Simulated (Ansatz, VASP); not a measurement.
# Two plane-wave programs on Li2O

File POSCAR:

```
Li2O
1.0
    0.0000000000      2.3268540000      2.3268540000
    2.3268540000      0.0000000000      2.3268540000
    2.3268540000      2.3268540000      0.0000000000
Li O
2 1
Direct
    0.7500000000      0.7500000000      0.7500000000
    0.2500000000      0.2500000000      0.2500000000
    0.0000000000      0.0000000000      0.0000000000
```

Contents of INCAR.step1:

```
SYSTEM = Li2O
ALGO = Normal ; EDIFF = 1E-4
ENCUT = 600 ; GGA = PE
ISMEAR = 0 ; LASPH = .TRUE.
LCHARG = .FALSE. ; LREAL = .FALSE.
LWAVE = .TRUE. ; NELM = 100
PREC = Accurate ; SIGMA = 0.02
```

The input INCAR.step2:

```
SYSTEM = Li2O
ALGO = Normal ; EDIFF = 1E-6
EDIFFG = -0.02 ; ENCUT = 600
IBRION = 2 ; ISIF = 3
ISMEAR = 0 ; ISTART = 1
LASPH = .TRUE. ; LCHARG = .FALSE.
LMIXTAU = .TRUE. ; LREAL = .FALSE.
LWAVE = .FALSE. ; METAGGA = R2SCAN
NELM = 100 ; NSW = 70
PREC = Accurate ; SIGMA = 0.02
```

The input KPOINTS:

```
k-points
0
G
  8 8 8
  0 0 0
```

Input for Ansatz:

```yaml
crystal:
  lattice:
    - [0.0, 2.326854, 2.326854]
    - [2.326854, 0.0, 2.326854]
    - [2.326854, 2.326854, 0.0]
  atoms:
    - { symbol: Li, position: [0.75, 0.75, 0.75] }
    - { symbol: Li, position: [0.25, 0.25, 0.25] }
    - { symbol: O, position: [0.0, 0.0, 0.0] }
basis:
  ecutwfc: 500
kpoints:
  mp_grid: { grid: [8, 8, 8] }
hamiltonian:
  xc: r2scan
scf:
  occupations: { method: gaussian, width: 0.02 }
output:
  forces: true
  stress: true
  eigenvalues: true
relax:
  adjacent_minimum: "off"
  f_tol: 0.02
  max_steps: 50
  cell: { stress_tol: 0.1 }
```

The cell comes from a database or a generator and needn't be the stable form of this composition.

Alike in both runs: task relaxation of cell and atoms; functional r2SCAN; k mesh 8 × 8 × 8; occupations gaussian, width 0.02 eV; no spin polarisation.

|  | VASP | Ansatz |
| --- | --- | --- |
| version | VASP 6.6.1 | Ansatz 0.2.0 |
| potentials or method | VASP PAW PBE potentials, release 64 (Li_sv, O) | scalar-relativistic, plane waves, PAW |
| plane-wave cutoff (eV) | 600 | 500 |
| valence electrons in the cell | 12 | 12 |

VASP gave:

```
gap on the k mesh at the Fermi level, each at its own relaxed structure (eV) : 5.74
relaxed volume (Å³/atom)                                                     : 7.94
relaxed cell length with the largest relative difference (Å)                 : 3.229
energy change over the relaxation (meV/atom)                                 : -6
```

Problem. Which values does Ansatz return?

Solution. gap on the k mesh at the Fermi level, each at its own relaxed structure (eV): 5.77; relaxed volume (Å³/atom): 7.97; relaxed cell length with the largest relative difference (Å): 3.233; energy change over the relaxation (meV/atom): -6.

Caveats: the cutoff is under 1.25 times the usual one of these potentials, so pressure, stress and relaxed cells hold a basis-set (Pulay) error (VASP); the PAW data sets were made with another functional, which shifts forces and pressure a little (VASP). A k mesh can miss the band edges. r2SCAN opens gaps a little over a GGA but as a rule still falls short of measured ones.
